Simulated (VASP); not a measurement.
# TiTe2 (P-3m1) in VASP: notebook, part 3 of 3

VASP 6.6.1. The steps go on from the part before.

**14. Equation of state, PBEsol, 26.22 Å³/atom (volume scaled by 0.98)**

INCAR reads:

```
SYSTEM = TiTe2
PREC = Accurate
ENCUT = 520
EDIFF = 1E-7
ISMEAR = -1
SIGMA = 0.05
LREAL = .FALSE.
LASPH = .TRUE.
NELM = 80
ALGO = Normal
ISIF = 2
LWAVE = .FALSE.
LCHARG = .FALSE.
GGA = PS
NBANDS = 19
```

KPOINTS reads:

```
Automatic mesh
0
G
  8 8 4
  0 0 0
```

POSCAR reads:

```
TiTe2
1.0
    3.7516502429      0.0000000000      0.0000000000
   -1.8758251215      3.2490244165      0.0000000000
    0.0000000000      0.0000000000      6.4543879477
Te Ti
2 1
Direct
    0.3333333333      0.6666666667      0.7372000000
    0.6666666667      0.3333333333      0.2628000000
    0.0000000000      0.0000000000      0.0000000000
```

The run is started by

```
cat potpaw_PBE.64/Te/POTCAR potpaw_PBE.64/Ti_sv/POTCAR > POTCAR
mpirun -np 1 vasp_std > vasp.out
```

It took 64 s on 1 thread of Intel Xeon Platinum 8259CL at 2.50GHz (Skylake/Cascade Lake), shared host; peak memory 0.21 GiB.

It converged, with:

```yaml
Free_energy: -17.5390 eV
Pressure: -1.0 GPa
Largest_force: 0.062 eV/Å
Band_gap_on_the_k_mesh: none (metal or under the smearing width)
```

Caveat: the PAW data sets were made with another functional, which shifts forces and pressure a little; this functional lacks dispersion, which binds the layers, so the pressure and a relaxed spacing across them are unreliable.

**15. Equation of state, PBEsol, 27.30 Å³/atom (volume scaled by 1.02)**

INCAR is that of step 14.

KPOINTS is that of step 14.

POSCAR reads:

```
TiTe2
1.0
    3.8020139740      0.0000000000      0.0000000000
   -1.9010069870      3.2926406870      0.0000000000
    0.0000000000      0.0000000000      6.5410343667
Te Ti
2 1
Direct
    0.3333333333      0.6666666667      0.7372000000
    0.6666666667      0.3333333333      0.2628000000
    0.0000000000      0.0000000000      0.0000000000
```

Potentials or basis: VASP PAW PBE potentials, release 64 (Te, Ti_sv).

The run is started by

```
cat potpaw_PBE.64/Te/POTCAR potpaw_PBE.64/Ti_sv/POTCAR > POTCAR
mpirun -np 1 vasp_std > vasp.out
```

It took 71 s on 1 thread of Intel Xeon Platinum 8259CL at 2.50GHz (Skylake/Cascade Lake), shared host; peak memory 0.21 GiB.

The run converged. Its results:

```yaml
Free_energy: -17.4952 eV
Pressure: -3.4 GPa
Largest_force: 0.270 eV/Å
Band_gap_on_the_k_mesh: none (metal or under the smearing width)
```

Caveat: the PAW data sets were made with another functional, which shifts forces and pressure a little; this functional lacks dispersion, which binds the layers, so the pressure and a relaxed spacing across them are unreliable.

**16. Equation of state, PBEsol, 27.83 Å³/atom (volume scaled by 1.04)**

INCAR is that of step 15.

KPOINTS is that of step 15.

POSCAR reads:

```
TiTe2
1.0
    3.8267030682      0.0000000000      0.0000000000
   -1.9133515341      3.3140220698      0.0000000000
    0.0000000000      0.0000000000      6.5835098060
Te Ti
2 1
Direct
    0.3333333333      0.6666666667      0.7372000000
    0.6666666667      0.3333333333      0.2628000000
    0.0000000000      0.0000000000      0.0000000000
```

The run is started by

```
cat potpaw_PBE.64/Te/POTCAR potpaw_PBE.64/Ti_sv/POTCAR > POTCAR
mpirun -np 1 vasp_std > vasp.out
```

Wall time 72 s (1 thread of Intel Xeon Platinum 8259CL at 2.50GHz (Skylake/Cascade Lake), shared host); peak memory 0.21 GiB.

It converged, with:

- Free energy: -17.4565 eV
- Pressure: -4.4 GPa
- Largest force: 0.419 eV/Å
- Band gap on the k mesh: none (metal or under the smearing width)

Caveat: the PAW data sets were made with another functional, which shifts forces and pressure a little; this functional lacks dispersion, which binds the layers, so the pressure and a relaxed spacing across them are unreliable.

**17. Equation of state, PBEsol, 28.37 Å³/atom (volume scaled by 1.06)**

INCAR is that of step 16.

KPOINTS is that of step 16.

POSCAR reads:

```
TiTe2
1.0
    3.8510776303      0.0000000000      0.0000000000
   -1.9255388151      3.3351310598      0.0000000000
    0.0000000000      0.0000000000      6.6254441201
Te Ti
2 1
Direct
    0.3333333333      0.6666666667      0.7372000000
    0.6666666667      0.3333333333      0.2628000000
    0.0000000000      0.0000000000      0.0000000000
```

The run is started by

```
cat potpaw_PBE.64/Te/POTCAR potpaw_PBE.64/Ti_sv/POTCAR > POTCAR
mpirun -np 1 vasp_std > vasp.out
```

It took 84 s on 1 thread of Intel Xeon Platinum 8259CL at 2.50GHz (Skylake/Cascade Lake), shared host; peak memory 0.23 GiB.

Results (log left out):

```
Free energy            : -17.4081 eV
Pressure               : -5.3 GPa
Largest force          : 0.559 eV/Å
Band gap on the k mesh : none (metal or under the smearing width)
```

Caveat: the PAW data sets were made with another functional, which shifts forces and pressure a little; this functional lacks dispersion, which binds the layers, so the pressure and a relaxed spacing across them are unreliable.

**18. Single point, PBEsol (atoms moved at random, drawn with an rms of 0.05 Å)**

INCAR, as its differences from that of step 17:

```diff
@@ -12,4 +12,6 @@
 LWAVE = .FALSE.
-LCHARG = .FALSE.
+LCHARG = .TRUE.
 GGA = PS
+LELF = .TRUE.
+LVHAR = .TRUE.
 NBANDS = 19
```

KPOINTS is that of step 17.

POSCAR reads:

```
TiTe2
1.0
    3.7770000000      0.0000000000      0.0000000000
   -1.8885000000      3.2709779501      0.0000000000
    0.0000000000      0.0000000000      6.4980000000
Te Ti
2 1
Direct
    0.3388330000      0.6607440000      0.7419060000
    0.6673940000      0.3380020000      0.2672440000
   -0.0012540000     -0.0001860000      0.0024000000
```

Potentials or basis: VASP PAW PBE potentials, release 64 (Te, Ti_sv).

The run is started by

```
cat potpaw_PBE.64/Te/POTCAR potpaw_PBE.64/Ti_sv/POTCAR > POTCAR
mpirun -np 1 vasp_std > vasp.out
```

Wall time 3.6 min (1 thread of Intel Xeon Platinum 8259CL at 2.50GHz (Skylake/Cascade Lake), shared host); peak memory 0.33 GiB.

Results (log left out):

- Free energy: -17.5186 eV
- Pressure: -2.2 GPa
- Largest force: 0.194 eV/Å
- Band gap on the k mesh: none (metal or under the smearing width)

Forces on the atoms (eV/Å):
```
Te  -0.125  0.080  0.018
Te   0.042 -0.071 -0.176
Ti   0.084 -0.009  0.157
```

Stress tensor (GPa, compression positive):
```
-2.53  0.17  0.49
 0.17 -2.24 -0.44
 0.49 -0.44 -1.75
```

Levels at points of the mesh, in eV from the Fermi level:
| k point | band 9 | band 10 | band 11 | band 12 | band 13 | band 14 | band 15 | band 16 |
| --- | --- | --- | --- | --- | --- | --- | --- | --- |
| (0.00, 0.00, 0.00) | -1.64 | 0.34 | 0.39 | 0.42 | 0.62 | 1.08 | 1.14 | 3.05 |
| (0.50, 0.00, 0.00) | -2.72 | -2.36 | -1.72 | -1.11 | 0.03 | 1.16 | 1.48 | 2.43 |
| (0.00, 0.50, 0.00) | -2.74 | -2.33 | -1.70 | -1.11 | 0.02 | 1.16 | 1.48 | 2.44 |
| (0.50, 0.50, 0.00) | -2.64 | -2.46 | -1.76 | -1.11 | 0.03 | 1.16 | 1.49 | 2.40 |
| (0.00, 0.00, 0.50) | -1.60 | -1.56 | 0.38 | 0.40 | 0.79 | 0.79 | 1.03 | 3.51 |
| (0.50, 0.00, 0.50) | -2.39 | -1.99 | -0.96 | -0.58 | -0.27 | 1.15 | 1.46 | 2.64 |
| (0.00, 0.50, 0.50) | -2.41 | -1.98 | -0.97 | -0.59 | -0.27 | 1.15 | 1.45 | 2.63 |
| (0.50, 0.50, 0.50) | -2.35 | -2.03 | -0.92 | -0.59 | -0.26 | 1.16 | 1.47 | 2.66 |

Caveat: the PAW data sets were made with another functional, which shifts forces and pressure a little.

**19. Equation of state, PBEsol**

No new run: the results of the series are fitted here.

Results:

* Equilibrium volume: 25.86 Å³/atom
* Bulk modulus at fixed shape and positions: 69 GPa
* Pressure derivative of the bulk modulus: 4.2

Energy against volume, from the lowest point:
```csv
volume (Å³/atom),energy (meV/atom)
25.154,4.10
25.689,0.00
26.225,0.85
26.760,6.16
27.295,15.47
27.830,28.37
28.365,44.51
```

Caveat: the cell was scaled at fixed shape and fractional positions, which overstates the stiffness of a crystal with free parameters, most of all of layers and chains; the PAW data sets were made with another functional, which shifts forces and pressure a little; this functional lacks dispersion, which binds the layers, so the pressure and a relaxed spacing across them are unreliable. Spin-orbit coupling is left out, which matters for the levels of Te.

**20. Overview**

```tsv
task	level	cell	ladder	gap on the mesh (eV)	pressure (GPa)	V0 of scaled cells (Å³/atom)	B0 (GPa)	largest force (eV/Å)
single point	PBE	as given	-	none	0.9	-	-	0.02
single point	PBE	atoms moved at random, drawn with an rms of 0.05 Å	-	none	1.0	-	-	0.19
equation of state	PBE	as given	-	-	-	27.15	62	-
single point	PBEsol	as given	free	none	-2.2	-	-	0.11
single point	PBEsol	atoms moved at random, drawn with an rms of 0.05 Å	free	none	-2.2	-	-	0.19
equation of state	PBEsol	as given	free	-	-	25.86	69	-
```

Alike in all rows: potentials or basis VASP PAW PBE potentials, release 64 (Te, Ti_sv); no spin polarisation; k mesh 8 × 8 × 4; cutoff (eV) 520; smearing fermi-dirac 0.05 eV.

Caveats: this functional lacks dispersion, which binds the layers, so the pressure and a relaxed spacing across them are unreliable (some runs); the PAW data sets were made with another functional, which shifts forces and pressure a little (some runs); the cell was scaled at fixed shape and fractional positions, which overstates the stiffness of a crystal with free parameters, most of all of layers and chains (some runs).

Absolute energies hang on the potentials; compare differences alone.
